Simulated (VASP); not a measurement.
# MoS2: relaxation of the atoms with PBE+D3(BJ)

Sheet: MoS2, a sheet with vacuum.

```
CELL_PARAMETERS angstrom
3.19160 0.00000 0.00000
-1.59580 2.76401 0.00000
0.00000 0.00000 27.27700
ATOMIC_POSITIONS crystal
S 0.66667 0.33333 0.32995
S 0.66667 0.33333 0.44470
S 0.33333 0.66667 0.55530
S 0.33333 0.66667 0.67005
Mo 0.33333 0.66667 0.38732
Mo 0.66667 0.33333 0.61268
```

The cell was built by a generator and needn't be a form met in nature.

```json
{
  "Program": "VASP 6.6.1",
  "Task": "relaxation of the atoms",
  "Functional": "PBE",
  "Dispersion": "D3(BJ)",
  "Potentials or basis": "VASP PAW PBE potentials, release 64 (S, Mo_sv)",
  "Cutoff": "520 eV",
  "k mesh": "10 × 10 × 1",
  "Occupations": "fermi-dirac, width 0.05 eV",
  "Spin": "no spin polarisation",
  "Further INCAR settings": "ALGO = Normal; EDIFF = 1e-06; IBRION = 2; EDIFFG = -0.005; NSW = 60"
}
```

| Quantity | Value |
| --- | --- |
| Energy gained by relaxing | 1.2 meV/atom |
| Ionic steps | 16 |
| Band gap on the k mesh | 1.16 eV, indirect (least direct gap 1.85 eV) |
| Dispersion energy per atom | -0.367 eV |

Step by step:
```csv
step,energy change (eV),largest force (eV/Å),pressure (GPa)
1,0.0000,0.2104,-1.58
2,-0.0045,0.0454,-1.17
3,-0.0046,0.0277,-1.13
4,-0.0046,0.0425,-1.12
5,-0.0046,0.0393,-1.12
6,-0.0047,0.0389,-1.12
7,-0.0049,0.0376,-1.11
8,-0.0053,0.0355,-1.10
9,-0.0061,0.0334,-1.08
10,-0.0070,0.0253,-1.04
11,-0.0070,0.0380,-0.95
12,-0.0074,0.0266,-1.00
13,-0.0042,0.2613,-1.25
14,-0.0074,0.0122,-1.02
15,-0.0071,0.0713,-1.13
16,-0.0074,0.0013,-1.04
```

Final structure:
```
S Mo
1.0
     3.19160    0.00000    0.00000
    -1.59580    2.76401    0.00000
     0.00000    0.00000   27.27700
S Mo
4 2
Direct
  0.66667 0.33333 0.33233
  0.66667 0.33333 0.44620
  0.33333 0.66667 0.55380
  0.33333 0.66667 0.66767
  0.33333 0.66667 0.38929
  0.66667 0.33333 0.61071
```

Levels at points of the mesh, in eV from the valence-band top:
```
           k point  band 23  band 24  band 25  band 26  band 27  band 28  band 29  band 30
(0.00, 0.00, 0.00)    -2.12    -1.74    -0.71     0.00     2.13     2.13     2.16     2.16
(0.50, 0.00, 0.00)    -1.68    -1.56    -1.26    -1.18     1.61     1.64     2.08     2.21
```

Run time: 12 min on 1 thread of Intel(R) Xeon(R) Platinum 8375C CPU @ 2.90GHz (Ice Lake), on a shared host, peak memory 0.4 GiB.

As with any semilocal functional, this PBE gap is likely too small.
